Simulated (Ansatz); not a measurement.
CoO in Ansatz: the effect of functional

The system is CoO.

```xyz
2
Lattice="1.4851 0.8574 2.4070 -1.4851 0.8574 2.4070 0.0000 -1.7149 2.4070" Properties=species:S:1:pos:R:3 pbc="T T T"
Co    0.0000    0.0000    0.0000
O     0.0000    0.0000    3.6104
```

The cell is a database's computed one.

The cell isn't the ideal one: volume scaled by 0.96.

Alike in all runs:

* Program: Ansatz 0.2.0
* Task: single point
* Potentials or basis: Ansatz PAW
* k mesh: 11 × 11 × 11
* Occupations: fermi-dirac, width 0.05 eV
* Spin: collinear spin, ferromagnetic start
* Starting moments: [2.0, 0.0] μB

```tsv
functional	cutoff	gap on the mesh (eV)	pressure (GPa)	moment (μB)
LDA	420 eV (not typed: the program's choice for these potentials)	none	-12.4	2.70
PBEsol	420 eV (not typed: the program's choice for these potentials)	?	?	?
r2SCAN	500 eV (not typed: the program's choice for these potentials)	0.23	9.3	3.00
```

Question: What does the run with functional PBEsol give?

Answer: gap on the mesh none; pressure -2.4 GPa; moment 2.84 μB.

Caveats: a cell with one magnetic atom can't hold antiferromagnetic order, which such compounds often take; the PAW data sets come from PBE, with cores solved anew for the run's functional, which leaves a small shift of forces and pressure; semilocal functionals often make such compounds metallic where correlation or magnetic order opens a gap, which also shifts bond lengths (some runs); the magnetic or orbital state may not be the lowest (some runs); odd divisions of the mesh miss points on the zone boundary, where band edges often lie, so the gap on the mesh can be too wide (some runs).

A k mesh can miss the band edges.

A gap of «none» marks a metal or a gap under the smearing width.

Runs at the PBE level aren't shown here.
